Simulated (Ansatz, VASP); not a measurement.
## SiGe in VASP and in Ansatz

```
Si Ge
1.0
     3.90060    0.00000    0.00000
    -1.95030    3.37802    0.00000
     0.00000    0.00000    6.44339
Si Ge
2 2
Direct
  0.66667 0.33333 0.87455
  0.33333 0.66667 0.37455
  0.66667 0.33333 0.54701
  0.33333 0.66667 0.04701
```

Change from the starting cell: all Ge atoms moved +0.300 Å, as atom 3 along Cartesian [0 0 1].

Alike in both runs: task single point; functional PBEsol; k mesh 12 × 12 × 6; occupations gaussian, width 0.03 eV; no spin polarisation.

|  | VASP | Ansatz |
| --- | --- | --- |
| version | VASP 6.6.1 | Ansatz 0.2.0 |
| potentials or method | VASP PAW PBE potentials, release 64 (Si, Ge_d) | scalar-relativistic, plane waves, PAW |
| plane-wave cutoff (eV) | 520 | 420 |
| valence electrons in the cell | 36 | 36 |

```tsv
	VASP	Ansatz	Ansatz less VASP
gap on the k mesh at the Fermi level (eV)	none	none	-
pressure (GPa)	3.4	3.5	+0.12
largest component of the traceless stress (GPa)	17.66	17.74	+0.084
rms of the force components (eV/Å)	2.997	3.007	+0.0099
```

Atom by atom the forces differ by 0.010 eV/Å (rms over components). A gap of «none» marks a metal or a gap that the smearing closes. The functional is the same, so the differences come from potentials, cutoffs and numerics.

Caveats: the PAW data sets were made with another functional, which shifts forces and pressure a little (VASP).
